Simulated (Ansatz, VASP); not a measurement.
## MgO in VASP and in Ansatz

```
Mg O
1.0
     0.00000    2.13515    2.13515
     2.13515    0.00000    2.13515
     2.13515    2.13515    0.00000
Mg O
1 1
Direct
  0.00000 0.00000 0.00000
  0.50000 0.50000 0.40633
```

Alike in both runs: task single point; functional PBE; k mesh 10 × 10 × 10; occupations gaussian, width 0.05 eV; no spin polarisation.

|  | VASP | Ansatz |
| --- | --- | --- |
| version | VASP 6.6.1 | Ansatz 0.2.0 |
| potentials or method | VASP PAW PBE potentials, release 64 (Mg, O) | scalar-relativistic, plane waves, PAW |
| plane-wave cutoff (eV) | 520 | 420 |
| valence electrons in the cell | 8 | 16 |

```tsv
	VASP	Ansatz	Ansatz less VASP
gap on the k mesh at the Fermi level (eV)	4.31	4.33	+0.016
least direct gap on the mesh (eV)	4.31	4.33	+0.016
pressure (GPa)	4.4	5.0	+0.63
largest component of the traceless stress (GPa)	8.12	8.02	-0.106
rms of the force components (eV/Å)	0.830	0.819	-0.0112
```

Atom by atom the forces differ by 0.011 eV/Å (rms over components). The two sets of potentials don't hold the same shells in valence.

Caveats: forces of over 1 eV/Å show positions far from the minimum, so gaps and moduli don't describe the material at rest.
